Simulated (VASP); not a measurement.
Set up this calculation in VASP 6.6.1, as the native input.

- Task: relaxation of cell and atoms
- Functional: PBE
- Dispersion: D3(BJ)
- Potentials or basis: VASP PAW PBE potentials, release 64 (Ti_sv, Se)
- Cutoff: 600 eV
- k mesh: 12 × 12 × 6
- Occupations: methfessel-paxton, width 0.1 eV
- Spin: no spin polarisation
- Further INCAR settings: ALGO = Normal; EDIFF = 1e-07; IBRION = 2; EDIFFG = -0.005; NSW = 90; ISIF = 3

The structure of TiSe2 lies in POSCAR:

```
TiSe2                                   
1.0
    3.4817797602      0.0000000000     -0.0000000000
   -1.7408898801      3.0153097228     -0.0000000000
   -0.0000000000      0.0000000000      5.8586364345
  Ti              Se            
     1     2
Direct
     0.0000000000000000    0.0000000000000000    0.0000000000000000
     0.3333333332999970    0.6666666667000030    0.2653902336693684
     0.6666666667000030    0.3333333332999970    0.7346097663306316
```

These files were run (other wordings do the same):

INCAR

```
SYSTEM = TiSe2
PREC     = Accurate       ! precision mode
ENCUT    = 600            ! plane-wave cutoff, eV
EDIFF    = 1E-7           ! SCF threshold, eV
ISMEAR   = 1              ! smearing method
SIGMA    = 0.1            ! smearing width, eV
LREAL    = .False.        ! projectors in reciprocal space
LASPH    = .True.         ! aspherical terms in the spheres
NELM     = 80             ! most SCF steps
ALGO     = Normal         ! electronic algorithm
ISIF     = 3              ! what is computed and relaxed
LWAVE    = .False.        ! write WAVECAR
LCHARG   = .False.        ! write CHGCAR
GGA      = PE             ! functional
IVDW     = 12             ! dispersion correction
IBRION   = 2              ! ionic algorithm
NSW      = 90             ! ionic steps
EDIFFG   = -0.005         ! ionic threshold
KPAR     = 4
```

KPOINTS

```
Automatic mesh
0
Gamma
  12 12 6
  0 0 0
```

Potentials or basis: VASP PAW PBE potentials, release 64 (Ti_sv, Se).

The run is started by

```console
$ cat potpaw_PBE.64/Ti_sv/POTCAR potpaw_PBE.64/Se/POTCAR > POTCAR
$ mpirun -np 4 vasp_std > vasp.out
```

It gave:

```yaml
Relaxed_volume: 20.52 Å³/atom
Relaxed_cell: a = 3.484 Å, b = 3.484 Å, c = 5.857 Å, α = 90.00°, β = 90.00°, γ = 120.00°
Space_group_after_relaxing_to_0.05_Å: P-3m1 (No. 164)
Energy_gained_by_relaxing: 0.0 meV/atom
Ionic_steps: 4
Pressure_after_relaxing: 0.0 GPa
Band_gap_on_the_k_mesh: none (metal or under the smearing width)
Dispersion_energy_per_atom: -0.451 eV
```

Caveat: pairwise dispersion overbinds metals, which lowers pressure and volume.

It took 71 s on 4 MPI ranks on Intel(R) Xeon(R) 6975P-C (Granite Rapids) (shared host), peak memory 0.29 GiB a rank.
